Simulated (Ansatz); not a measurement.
Rocksalt CdS, relaxed with r2SCAN in the PAW code Ansatz. It is cubic, Fm-3m (No. 225); a = 5.454 Å in the conventional setting, 20.27 Å³ an atom. Cd is surrounded by 6 S at 2.73 Å; S is surrounded by 6 Cd at 2.73 Å.

The axes x, y and z are those of this cell:
```yaml
crystal:
  lattice:
    - [0.00000, 2.72678, 2.72678]
    - [2.72678, 0.00000, 2.72678]
    - [2.72678, 2.72678, 0.00000]
  atoms:
    - { symbol: Cd, position: [0.00000, 0.00000, 0.00000] }
    - { symbol: S, position: [0.50000, 0.50000, 0.50000] }
```

Unstrained: The r2SCAN gap is indirect, 0.753 eV (L to X), below the direct gap of 2.387 eV at Γ. With HSE06 the valence top lies at L and the conduction bottom at X, 1.243 eV higher; the smallest vertical gap, at Γ, is 2.776 eV. Meshes: r2SCAN 8×8×8, HSE06 6×6×6. Strains are changes of length per length. After each strain the atoms were relaxed again with r2SCAN within the symmetry that the strain leaves, so tilts or polar shifts that break it weren't tested; points keep the names that they have in the unstrained zone. No spin polarisation and no zero-point or thermal motion; the cell was built from a prototype and may be hypothetical.

Question: One strain changed the r2SCAN stress by xx +2.51, yy +2.51, zz +2.51, xy -1.25, xz -1.25, yz -1.25 GPa (compression positive) and the gap by -0.129 eV (r2SCAN), -0.124 eV (HSE06). Which kind of strain was it, and roughly how large?

Answer: Epitaxial -2.5 % in the plane normal to [111], free normal strain +2.20 %. The pattern of the stress gives the kind; the size needs the stiffness, so it is an estimate.

Question: Estimate what uniaxial -3.0 % along z, other directions held does to the gap.

Answer: r2SCAN: the gap goes from 0.753 to 0.564 eV (-0.189 eV). HSE06: the gap goes from 1.243 to 1.055 eV (-0.188 eV). The r2SCAN energy rises by 8.8 meV an atom.

Question: Estimate what uniaxial +0.5 % along [111], other directions held does to the gap.

Answer: r2SCAN: the gap goes from 0.753 to 0.741 eV (-0.012 eV). HSE06: the gap goes from 1.243 to 1.230 eV (-0.013 eV). The r2SCAN energy rises by 0.2 meV an atom.

Question: Estimate what epitaxial +3.0 % in the xy plane, free normal strain -2.24 % does to the gap.

Answer: r2SCAN: the gap goes from 0.753 to 0.498 eV (-0.255 eV). HSE06: the gap goes from 1.243 to 0.976 eV (-0.267 eV). The r2SCAN energy rises by 14.6 meV an atom.

Question: Apply uniaxial -0.5 % along x, other directions held. How far does the gap move, against the unstrained cell?

Answer: r2SCAN: the gap goes from 0.753 to 0.722 eV (-0.031 eV). HSE06: the gap goes from 1.243 to 1.212 eV (-0.031 eV). The r2SCAN energy rises by 0.2 meV an atom.

Spin-orbit coupling is left out.

The meshes of the hybrids are coarse, so their gaps aren't converged to the digits shown.
